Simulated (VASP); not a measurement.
The system is Ti.

```xyz
1
Lattice="-1.6038 1.6038 1.6038 1.6038 -1.6038 1.6038 1.6038 1.6038 -1.6038" Properties=species:S:1:pos:R:3 pbc="T T T"
Ti    0.0000    0.0000    0.0000
```

This isn't the form of Ti at room conditions, which is hcp.

Base run:

* Program: VASP 6.6.1
* Functional: PBEsol
* Potentials or basis: VASP PAW PBE potentials, release 64 (Ti_sv)
* Cutoff: 900 eV
* k mesh: 18 × 18 × 18
* Occupations: gaussian, width 0.1 eV
* Spin: no spin polarisation

Its results: band gap on the k mesh none (metal or under the smearing width); pressure 0.0 GPa.

Problem. The run is repeated on the same cell with these changes: cutoff from 900 eV to 520 eV; occupations from gaussian, width 0.1 eV to gaussian, width 0.5 eV. What comes out?

Solution. Band gap on the k mesh none (metal or under the smearing width); pressure 1.6 GPa.

Caveats: the PAW data sets were made with another functional, which shifts forces and pressure a little.
